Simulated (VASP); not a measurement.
Wanted: the native input for a VASP 6.6.1 run.

| Property | Result |
| --- | --- |
| Task | relaxation of cell and atoms |
| Functional | PBE |
| Potentials or basis | VASP PAW PBE potentials, release 64 (Fe, O) |
| Cutoff | 600 eV |
| k mesh | 9 × 9 × 7 |
| Occupations | gaussian, width 0.03 eV |
| Spin | collinear spin, ferromagnetic start |
| Starting moments | [5.0, 5.0, 5.0, 5.0, 0.0, 0.0, 0.0, 0.0, 0.0, 0.0] μB |
| Hubbard terms | Fe d U = 4.0 eV |
| Further INCAR settings | ALGO = Normal; EDIFF = 1e-07; AMIX = 0.2; BMIX = 0.0001; IBRION = 2; EDIFFG = -0.005; NSW = 90; ISIF = 3 |

The structure of Fe2O3 (Hematite) lies in POSCAR:

```
Fe2O3                                   
1.0
    2.5626377224      1.4795395809      4.6236571261
   -2.5626377224      1.4795395809      4.6236571261
   -0.0000000000     -2.9590791617      4.6236571261
  Fe              O             
     4     6
Direct
     0.3537882483822566    0.3537882483822566    0.3537882483822566
     0.1462117516177433    0.1462117516177433    0.1462117516177433
     0.6462117516177434    0.6462117516177434    0.6462117516177434
     0.8537882483822566    0.8537882483822566    0.8537882483822566
     0.5544563643810719    0.9455436356189281    0.2500000000000000
     0.2499999999999752    0.5544563643810472    0.9455436356189777
     0.9455436356189528    0.2500000000000248    0.5544563643810223
     0.4455436356189281    0.0544563643810719    0.7500000000000000
     0.7500000000000249    0.4455436356189529    0.0544563643810223
     0.0544563643810472    0.7499999999999751    0.4455436356189776
```

The input as run:

INCAR

```
SYSTEM = Fe2O3
  PREC = Accurate
  ENCUT = 600
  EDIFF = 1E-7
  ISMEAR = 0
  SIGMA = 0.03
  LREAL = .FALSE.
  LASPH = .TRUE.
  NELM = 150
  ALGO = Normal
  ISIF = 3
  LWAVE = .FALSE.
  LCHARG = .FALSE.
  ISPIN = 2
  MAGMOM = 5 5 5 5 0 0 0 0 0 0
  LORBIT = 11
  LMAXMIX = 4
  LDAU = .TRUE.
  LDAUTYPE = 2
  LDAUL = 2 -1
  LDAUU = 4 0
  LDAUJ = 0 0
  LDAUPRINT = 1
  GGA = PE
  IBRION = 2
  NSW = 90
  EDIFFG = -0.005
  AMIX = 0.2
  BMIX = 1E-4
  AMIX_MAG = 0.8
  BMIX_MAG = 1E-4
  KPAR = 4
```

KPOINTS

```
regular mesh
0
G
  9 9 7
  0 0 0
```

Potentials or basis: VASP PAW PBE potentials, release 64 (Fe, O).

Launch:

```console
$ cat potpaw_PBE.64/Fe/POTCAR potpaw_PBE.64/O/POTCAR > POTCAR
$ mpirun -np 4 vasp_std > vasp.out
```

It gave:

```
Relaxed volume                                        : 10.51 Å³/atom
Relaxed cell                                          : a = 5.488 Å, b = 5.488 Å, c = 5.488 Å, α = 55.65°, β = 55.65°, γ = 55.65°
Space group after relaxing (to 0.05 Å)                : R-3c (No. 167)
Energy gained by relaxing                             : 0.0 meV/atom
Ionic steps                                           : 3
Pressure after relaxing                               : 0.0 GPa
Largest force after relaxing                          : 0.004 eV/Å
Band gap on the k mesh                                : 1.10 eV, indirect (least direct gap 1.31 eV)
Net moment                                            : 20.00 μB per cell
Site moments                                          : Fe +4.33; O +0.37 μB
Valence electrons inside the program's atomic spheres : Fe 6.65; O 5.03
```

Caveat: an odd mesh through Γ misses points on the zone boundary, where band edges often lie; only a ferromagnetic start was run, and an antiferromagnetic order may lie lower in energy.

Run time: 35 min on 4 MPI ranks on Intel(R) Xeon(R) Platinum 8559C (Emerald Rapids), on a shared host, peak memory 1.4 GiB a rank.
